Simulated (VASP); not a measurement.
A run of VASP 6.6.1:

The input INCAR:

```
SYSTEM = Ge
PREC = Accurate ; ENCUT = 520
EDIFF = 1E-7 ; ISMEAR = -1
SIGMA = 0.05 ; LREAL = .False.
LASPH = .True. ; NELM = 60
ALGO = Normal ; ISIF = 2
LWAVE = .False. ; LCHARG = .True.
GGA = PE ; LELF = .True.
LVHAR = .True. ; NBANDS = 13
```

The input KPOINTS:

```
Automatic mesh
0
Gamma
  11 11 10
  0 0 0
```

Contents of POSCAR:

```
Ge
1.0
    1.3971490000     -2.6005160000      0.0000000000
    1.3971490000      2.6005160000      0.0000000000
    0.0000000000      0.0000000000      2.6982310000
Ge
1
Direct
    0.5000000000      0.5000000000      0.0000000000
```

Potentials or basis: VASP PAW PBE potentials, release 64 (Ge_d).

The run is started by

```sh
$ cat potpaw_PBE.64/Ge_d/POTCAR > POTCAR
$ mpirun -np 1 vasp_std > vasp.out
```

Hardware: 1 thread of Intel(R) Xeon(R) 6975P-C (Granite Rapids) (shared host).

Problem. How long does it take, and how much memory?

Solution. Wall time 14 s on 1 thread of Intel(R) Xeon(R) 6975P-C (Granite Rapids), on a shared host, peak memory 0.17 GiB. Counts: scf iterations 12, k points 216.
